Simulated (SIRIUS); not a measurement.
# BP (F-43m) in SIRIUS: equation of state, part 2 of 2

SIRIUS 7.12.0.

## (7) Single point, PBEsol, 12.38 Å³/atom (volume scaled by 1.06)

Contents of sirius.json:

```json
{
  "control": {
    "processing_unit": "cpu",
    "verbosity": 2,
    "num_bands_to_print": 10,
    "print_forces": true,
    "print_stress": true
  },
  "parameters": {
    "electronic_structure_method": "pseudopotential",
    "xc_functionals": ["XC_GGA_X_PBE_SOL", "XC_GGA_C_PBE_SOL"],
    "gk_cutoff": 8.8,
    "pw_cutoff": 17.6,
    "ngridk": [10, 10, 10],
    "shiftk": [0, 0, 0],
    "smearing": "fermi_dirac",
    "smearing_width": 0.0018374661,
    "num_bands": 10,
    "num_mag_dims": 0,
    "num_dft_iter": 100,
    "energy_tol": 1e-08,
    "density_tol": 1e-06
  },
  "iterative_solver": {
    "type": "davidson",
    "min_tolerance": 1e-10
  },
  "mixer": {
    "type": "anderson",
    "beta": 0.7,
    "max_history": 8
  },
  "settings": {
    "tol_ne": 1e-10,
    "pseudo_grid_cutoff": 6.5
  },
  "unit_cell": {
    "lattice_vectors": [
      [0.0, 0.707106781187, 0.707106781187],
      [0.707106781187, 0.0, 0.707106781187],
      [0.707106781187, 0.707106781187, 0.0]
    ],
    "lattice_vectors_scale": 6.1827779468,
    "atom_coordinate_units": "lattice",
    "atom_types": ["P", "B"],
    "atom_files": {
      "P": "P.json",
      "B": "B.json"
    },
    "atoms": {
      "P": [
        [0.75, 0.75, 0.75]
      ],
      "B": [
        [0.0, 0.0, 0.0]
      ]
    }
  }
}
```

Potentials or basis: PseudoDojo 0.4.1 PBEsol standard (scalar relativistic).

On the command line:

```console
$ upf_to_json P.upf
$ upf_to_json B.upf
$ OMP_NUM_THREADS=1 sirius.scf --input=sirius.json --output=out.json --task=0
```

Standard output:

```text
[info] SIRIUS version : 7.12.0
[info] number of MPI ranks           : 1
[info] MPI grid                      : 1 1
[info] maximum number of OMP threads : 1
[fft] FFT context for density and potential
[fft] =====================================
[fft]   comm size                             : 1
[fft]   plane wave cutoff                     : 17.6
[fft]   grid size                             : 40 40 40   total : 64000
[fft]   grid limits                           : -19 20   -19 20   -19 20
[fft]   number of G-vectors within the cutoff : 7677
[fft]   local number of G-vectors             : 7677
[fft]   number of G-shells                    : 444
[fft] FFT context for coarse grid
[fft] =====================================
[fft]   comm size                             : 1
[fft]   plane wave cutoff                     : 17.6
[fft]   grid size                             : 40 40 40   total : 64000
[fft]   grid limits                           : -19 20   -19 20   -19 20
[fft]   number of G-vectors within the cutoff : 7677
[fft]   local number of G-vectors             : 7677
[fft]   number of G-shells                    : 444
[unit cell] lattice vectors
[unit cell]   a1 :       0.0000000000      4.3718842128      4.3718842128
[unit cell]   a2 :       4.3718842128      0.0000000000      4.3718842128
[unit cell]   a3 :       4.3718842128      4.3718842128      0.0000000000
[unit cell] reciprocal lattice vectors
[unit cell]   b1 :      -0.7185900863      0.7185900863      0.7185900863
[unit cell]   b2 :       0.7185900863     -0.7185900863      0.7185900863
[unit cell]   b3 :       0.7185900863      0.7185900863     -0.7185900863
[unit cell] unit cell volume :       167.12289484 [a.u.^3]
[unit cell] 1/sqrt(omega)    :         0.07735387
[unit cell] MT volume        :         0.00000000 ( 0.00%)
[unit cell] IT volume        :       167.12289484 (100.00%)
[unit cell] number of atom types : 2
[unit cell] type id : 0 symbol :  P mt_radius :  12.970000 num_atoms : 1
[unit cell] type id : 1 symbol :  B mt_radius :  15.330000 num_atoms : 1
[unit cell] total number of atoms : 2
[unit cell] number of symmetry classes : 2
[unit cell] number of PAW atoms : 0
[unit cell] atom id  type id  class id             position                      vector_field
[unit cell] ------------------------------------------------------------------------------------------
[unit cell]      0        0        0      0.75000   0.75000   0.75000      0.00000   0.00000   0.00000
[unit cell]      1        1        1      0.00000   0.00000   0.00000      0.00000   0.00000   0.00000
[unit cell] atom id         position (Cartesian, a.u.)
[unit cell] ---------------------------------------------
[unit cell]      0       6.557826    6.557826    6.557826
[unit cell]      1       0.000000    0.000000    0.000000
[unit cell] class id : 0 atom id : 0
[unit cell] class id : 1 atom id : 1
[unit cell] minimum bond length:     3.786163
[unit cell] total number of pseudo wave-functions: 8
[sym] space group number   : 216
[sym] international symbol : F-43m
[sym] Hall symbol          : F -4 2 3
[sym] space group transformation matrix :
[... 304 lines left out ...]
[diagonalize] ik:    3   -0.185835    0.096275    0.262408    0.262408    0.441209    0.482757    0.482757    0.656956    0.718473    0.768673
[diagonalize] ik:    4   -0.148903    0.025475    0.251394    0.251394    0.435995    0.481389    0.481389    0.668221    0.775866    0.799382
[diagonalize] ...
[diagonalize] ik:   42   -0.077375    0.026127    0.090725    0.173655    0.429148    0.566081    0.598556    0.627896    0.706242    0.793130
[diagonalize] ik:   43   -0.070024    0.009954    0.145150    0.146785    0.396212    0.407991    0.689520    0.711799    0.785878    0.879406
[diagonalize] ik:   44   -0.093154    0.041714    0.111519    0.159323    0.474807    0.511072    0.544106    0.674992    0.717179    0.819303
[diagonalize] ik:   45   -0.074360    0.025435    0.102882    0.146404    0.486001    0.526726    0.582684    0.601984    0.726768    0.845245
[diagonalize] ik:   46   -0.065015    0.020483    0.116071    0.122370    0.475499    0.499575    0.598492    0.613152    0.762251    0.880687
[find] Charges and magnetic moments
[find] --------------------------------------------------------------------------------
[find] total charge          : 8.000000
[find] Energy
[find] --------------------------------------------------------------------------------
[find] valence_eval_sum               :       0.62823210
[find] <rho|V^{XC}>                   :      -3.68166629
[find] <rho|E^{XC}>                   :      -3.26302534
[find] <mag|B^{XC}>                   :       0.00000000
[find] <rho|V^{H}>                    :       1.29032089
[find] one-electron contribution      :       3.01957750 (Ha),       6.03915500 (Ry)
[find] hartree contribution           :       0.64516044
[find] xc contribution                :      -3.26302534
[find] ewald contribution             :     -10.28980760
[find] PAW contribution               :       0.00000000
[find] smearing (-TS)                 :      -0.00000000
[find] SCF correction                 :      -0.00000004
[find] Total energy                   :      -9.88809503 (Ha),     -19.77619007 (Ry)
[find] Free energy (E-TS)             :      -9.88809504 (Ha),     -19.77619007 (Ry)
[find] band gap (eV)                  :       1.21009086
[find] Efermi                         :       0.33141419
[find] iteration : 13, RMS (target) : 6.8085e-07 (1.0000e-06) , energy difference (target) : -9.3451e-11 (1.0000e-08)
[find] bands are converged : true
[find] iterative solver converged : false
[find] converged after 14 SCF iterations!
[find] Charges and magnetic moments
[find] --------------------------------------------------------------------------------
[find] total charge          : 8.000000
[find] Energy
[find] --------------------------------------------------------------------------------
[find] valence_eval_sum               :       0.62823210
[find] <rho|V^{XC}>                   :      -3.68166629
[find] <rho|E^{XC}>                   :      -3.26302534
[find] <mag|B^{XC}>                   :       0.00000000
[find] <rho|V^{H}>                    :       1.29032089
[find] one-electron contribution      :       3.01957750 (Ha),       6.03915500 (Ry)
[find] hartree contribution           :       0.64516044
[find] xc contribution                :      -3.26302534
[find] ewald contribution             :     -10.28980760
[find] PAW contribution               :       0.00000000
[find] smearing (-TS)                 :      -0.00000000
[find] SCF correction                 :      -0.00000004
[find] Total energy                   :      -9.88809503 (Ha),     -19.77619007 (Ry)
[find] Free energy (E-TS)             :      -9.88809504 (Ha),     -19.77619007 (Ry)
[find] band gap (eV)                  :       1.21009086
[find] Efermi                         :       0.33141419
[ground_state] === stress tensor components [kbar] ===
[ground_state] === stress_kin ===
[ground_state] -5297.775745    0.000000    0.000000
[ground_state]     0.000000-5297.775745    0.000000
[ground_state]     0.000000    0.000000-5297.775745
[ground_state] === stress_har ===
[ground_state]  -378.589123    0.000000    0.000000
[ground_state]     0.000000 -378.589123    0.000000
[ground_state]     0.000000    0.000000 -378.589123
[ground_state] === stress_ewald ===
[ground_state]  6038.202250   -0.000000    0.000000
[ground_state]    -0.000000 6038.202250    0.000000
[ground_state]     0.000000    0.000000 6038.202250
[ground_state] === stress_vloc ===
[ground_state]   717.385559   -0.000000    0.000000
[ground_state]    -0.000000  717.385559    0.000000
[ground_state]     0.000000    0.000000  717.385559
[ground_state] === stress_xc ===
[ground_state]   740.095840    0.000000    0.000000
[ground_state]     0.000000  740.095840    0.000000
[ground_state]     0.000000    0.000000  740.095840
[ground_state] === stress_core ===
[ground_state]   926.876268    0.000000    0.000000
[ground_state]     0.000000  926.876268    0.000000
[ground_state]     0.000000    0.000000  926.876268
[ground_state] === stress_nonloc ===
[ground_state] -2642.980788   -0.000000    0.000000
[ground_state]    -0.000000-2642.980788    0.000000
[ground_state]     0.000000    0.000000-2642.980788
[ground_state] === stress_us_nl ===
[ground_state] -2642.980788   -0.000000    0.000000
[ground_state]    -0.000000-2642.980788    0.000000
[ground_state]     0.000000    0.000000-2642.980788
[ground_state] === stress_total ===
[ground_state]   103.214261   -0.000000    0.000000
[ground_state]    -0.000000  103.214261    0.000000
[ground_state]     0.000000    0.000000  103.214261
[ground_state] ==== total Forces in Ha/bohr =====
[ground_state] atom:    0, force:       0.0000000     -0.0000000      0.0000000
[ground_state] atom:    1, force:      -0.0000000     -0.0000000      0.0000000
[ground_state] ==== ultrasoft contribution from Qij =====
[ground_state] atom:    0, force:       0.0000000      0.0000000      0.0000000
[ground_state] atom:    1, force:       0.0000000      0.0000000      0.0000000
[ground_state] ==== non-local contribution from Beta-projector =====
[ground_state] atom:    0, force:       0.0000000     -0.0000000      0.0000000
[ground_state] atom:    1, force:      -0.0000000     -0.0000000      0.0000000
[ground_state] ==== contribution from local potential =====
[ground_state] atom:    0, force:       0.0000000      0.0000000     -0.0000000
[ground_state] atom:    1, force:       0.0000000     -0.0000000      0.0000000
[ground_state] ==== contribution from core density =====
[ground_state] atom:    0, force:      -0.0000000     -0.0000000      0.0000000
[ground_state] atom:    1, force:       0.0000000      0.0000000     -0.0000000
[ground_state] ==== Ewald forces from ions =====
[ground_state] atom:    0, force:       0.0000000      0.0000000     -0.0000000
[ground_state] atom:    1, force:      -0.0000000     -0.0000000      0.0000000
[~DFT_ground_state] local op. applied: 15007
[~DFT_ground_state] evp. work count: 6466.78
[~DFT_ground_state] number of iterative solver steps: 1372
```

Wall time 10 s (1 thread of AMD EPYC 9R45 (Zen 5), shared host); peak memory 0.23 GiB.

Results:

```
Free energy            : -269.0688 eV
Pressure               : -10.3 GPa
Band gap on the k mesh : 1.21 eV
```

## (8) Equation of state, PBEsol

Potentials or basis: PseudoDojo 0.4.1 PBEsol standard (scalar relativistic).

This step only gathers the single runs of the series.

What came out:

```
Equilibrium volume                      : 11.55 Å³/atom
Bulk modulus                            : 169 GPa
Pressure derivative of the bulk modulus : 3.8
```

Energy against volume, from the lowest point:
```tsv
volume (Å³/atom)	energy (meV/atom)
10.981	15.49
11.214	4.88
11.448	0.00
11.682	0.31
11.915	5.35
12.149	14.66
12.383	27.87
```

## (9) Against experiment

Step 8. Measured bulk modulus of BP: 179 GPa (300 K; “Equation of state of single-crystal cubic boron phosphide”, 2014, arxiv:1407.1677). This calculation gives 169 GPa (-5.7 %). 3 values of this kind are on record (173 to 179 GPa); this one was drawn at random among those near their median, those with a stated uncertainty first. The fit is for a static lattice scaled at fixed shape and fixed fractional positions.
